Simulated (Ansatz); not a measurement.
# BN: the cost of one run

Computed with Ansatz 0.2.0 (DFT PBE, scalar-relativistic, plane waves, PAW, unless a step's input says otherwise).

4 further runs of the same task are left out: 4 set aside as unsound or not needed.

## Step 1: The structure to begin with

It takes space group Cm (No. 8, monoclinic). The conventional cell has a = 4.351 Å, b = 2.512 Å, c = 4.810 Å, α = 90.00°, β = 116.51°, γ = 90.00°. B (site symmetry m) has 3 N at 1.45 Å as nearest neighbours. N (site symmetry m) is surrounded by 3 B at 1.45 Å.

Structure file:

```
CELL_PARAMETERS angstrom
2.51204 -0.00412 -0.00788
-1.25228 2.17765 0.00837
-0.64084 -1.08144 4.30432
ATOMIC_POSITIONS crystal
B 0.99075 0.99127 0.99340
N 0.65740 0.32462 0.99340
```

It goes back to an entry of the Materials Project, which need not be the stable form.

This cell was relaxed beforehand with the same method: volume 11.76 Å³/atom, gap on the mesh 4.46 eV.

## Step 2: The cell under 4 GPa

What is minimised here is the enthalpy; the energy can go up as the cell is squeezed.

The input, input.yaml:

```yaml
crystal:
  lattice:
    - [2.5120427075, -0.0041205847, -0.0078759193]
    - [-1.2522838338, 2.1776479631, 0.0083676214]
    - [-0.6408363351, -1.0814413657, 4.304321674]
  atoms:
    - { symbol: B, position: [0.9907466462, 0.991268902, -0.0065967364] }
    - { symbol: "N", position: [0.6574023538, 0.324615098, 0.9934017364] }
basis:
  ecutwfc: 420
kpoints:
  mp_grid: { grid: [10, 10, 6] }
hamiltonian:
  xc: pbe
scf:
  occupations: { method: fixed }
output:
  forces: true
  stress: true
  eigenvalues: true
relax:
  adjacent_minimum: "off"
  f_tol: 0.001
  max_steps: 60
  cell: { stress_tol: 0.02, p_target: 4.0 }
```

Launch:

```console
ansatz run input.yaml --threads 1 --pin off --max-ram 3072MiB --backend cpu --events-out ev --progress --plain --runs-dir out
```

Q: Estimate wall time and peak memory on 1 thread of Arm Neoverse V1, shared host.

About 2.4 min, with a peak of 0.37 GiB.
